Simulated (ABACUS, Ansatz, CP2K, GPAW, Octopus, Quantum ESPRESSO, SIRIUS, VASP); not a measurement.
**One calculation of ZnS, 8 ways**

```
CELL_PARAMETERS angstrom
3.81100 0.00000 0.00000
-1.90550 3.30042 0.00000
0.00000 0.00000 6.23400
ATOMIC_POSITIONS crystal
Zn 0.66667 0.33333 0.50000
Zn 0.33333 0.66667 0.00000
S 0.66667 0.33333 0.88500
S 0.33333 0.66667 0.38500
```

Alike in all runs: task single point; functional PBEsol; k mesh 8 × 8 × 5; occupations fermi-dirac, width 0.05 eV; no spin polarisation; no spin-orbit coupling. Pressure is positive in compression and, in plane waves, holds the error of the finite cutoff.

```csv
program and potentials,plane-wave cutoff (eV),notes,pressure (GPa),largest force (eV/Å)
"ABACUS, PseudoDojo NC SR 0.4.1 PBEsol standard, plane waves",1143,13 valence electrons an atom on average,-1.34,0.306
"Ansatz, all-electron LAPW, scalar-relativistic",-,-,-1.28,0.306
"Quantum ESPRESSO, GBRV 1.5 PBEsol",762,13 valence electrons an atom on average,-1.24,0.307
"VASP, PBE PAW files S, Zn, 520 eV",520,potentials made for PBE; 9 valence electrons an atom on average,?,?
"GPAW, PAW data sets generated for this functional",600,9 valence electrons an atom on average,-1.30,0.312
"CP2K, POTENTIAL_UZH Zn GTH-PBE-q12, S GTH-PBE-q6; TZVP-MOLOPT-PBE-GTH basis",-,atomic basis; potentials made for PBE; 9 valence electrons an atom on average,-0.58,-
"Octopus, pseudodojo_pbesol (PseudoDojo 0.4, PBEsol)",-,13 valence electrons an atom on average,-,0.306
"SIRIUS, PseudoDojo 0.4.1 PBEsol standard (scalar relativistic)",1152,13 valence electrons an atom on average,-1.34,0.306
```

Question: Estimate from the other rows what the run with VASP, PBE PAW files S, Zn, 520 eV gave.

Answer: Pressure -1.10 GPa; largest force 0.309 eV/Å. The other rows, which needn't bracket it: pressure -1.34 to -0.58; largest force 0.306 to 0.312.
